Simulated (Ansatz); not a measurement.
The system is C.

```
C
1.0
     2.12732   -1.22828    0.00000
     2.12732    1.22828    0.00000
    -1.37907    0.00000    3.50283
C
2
Direct
  0.16664 0.16664 0.99991
  0.83336 0.83336 0.00009
```

This is a stacking variant of graphite.

Base run:

| Quantity | Value |
| --- | --- |
| Program | Ansatz 0.2.0 |
| Functional | LDA |
| Potentials or basis | Ansatz PAW |
| Cutoff | 420 eV (not typed: the program's choice for these potentials) |
| k mesh | 13 × 13 × 8 |
| Occupations | fermi-dirac, width 0.05 eV |
| Spin | no spin polarisation |

Its results: pressure -4.1 GPa; largest force 0.003 eV/Å.

**Question.** After a change of settings the same cell gave: pressure 3.8 GPa; largest force 0.004 eV/Å. Which change was it?
A. functional from LDA to PBE
B. functional from LDA to PBEsol
C. functional from LDA to r2SCAN; cutoff from 420 eV (not typed: the program's choice for these potentials) to 500 eV (not typed: the program's choice for these potentials)

**Answer.** A.

PBE binds less tightly than LDA, so the same cell stands under more pressure.

Caveats: the PAW data sets come from PBE, with cores solved anew for the run's functional, which leaves a small shift of forces and pressure (some runs); this functional lacks dispersion, which binds the layers, so the pressure and a relaxed spacing across them are unreliable (some runs).
